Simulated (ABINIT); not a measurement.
**SrO: band structure with TB-mBJ**

Crystal: SrO.

```
Sr O
1.0
     0.00000    2.56630    2.56630
     2.56630    0.00000    2.56630
     2.56630    2.56630    0.00000
Sr O
1 1
Direct
  0.50000 0.50000 0.50000
  0.00000 0.00000 0.00000
```

| Quantity | Value |
| --- | --- |
| Program | ABINIT 10.8.3 (patched build) |
| Task | band structure |
| Functional | TB-mBJ |
| Potentials or basis | JTH PAW PBE v2.0 |
| Cutoff | 762 eV |
| k mesh | 9 × 9 × 9 |
| Occupations | fermi-dirac, width 0.05 eV |
| Spin | no spin polarisation |
| Fine-grid cutoff | 1360.57 eV |

```
Band gap on the k mesh                                : 5.12 eV, indirect (least direct gap 5.17 eV)
Band gap along the path                               : 5.07 eV, indirect (least direct gap 5.11 eV)
Valence electrons inside the program's atomic spheres : Sr 7.40; O 4.62
```

Levels at the corners of the path, in eV from the valence-band top:
```tsv
point	band 4	band 5	band 6	band 7	band 8	band 9	band 10	band 11	band 12	band 13
Γ	-14.24	-14.24	0.00	0.00	0.00	6.39	7.38	7.38	7.38	8.89
X	-14.54	-14.54	-0.25	-0.05	-0.05	5.07	8.65	10.33	11.44	11.44
W	-14.78	-13.94	-0.98	-0.26	-0.26	7.56	7.56	9.20	11.45	11.58
K	-14.45	-14.12	-0.72	-0.51	-0.29	6.41	9.40	9.41	10.73	11.24
Γ	-14.24	-14.24	0.00	0.00	0.00	6.39	7.38	7.38	7.38	8.89
L	-14.30	-13.52	-1.62	-1.02	-1.02	8.00	9.68	9.68	10.96	12.14
U	-14.45	-14.12	-0.72	-0.51	-0.29	6.41	9.40	9.41	10.73	11.24
W	-14.78	-13.94	-0.98	-0.26	-0.26	7.56	7.56	9.20	11.45	11.58
L	-14.30	-13.52	-1.62	-1.02	-1.02	8.00	9.68	9.68	10.96	12.14
K	-14.45	-14.12	-0.72	-0.51	-0.29	6.41	9.40	9.41	10.73	11.24
```

It took 7.9 min on 1 thread of Arm Neoverse V1, with other jobs on the host, peak memory 0.18 GiB.

Caveat: the constant c of TB-mBJ comes from the pseudo density here, which moves gaps by up to 0.3 eV between sets of potentials.
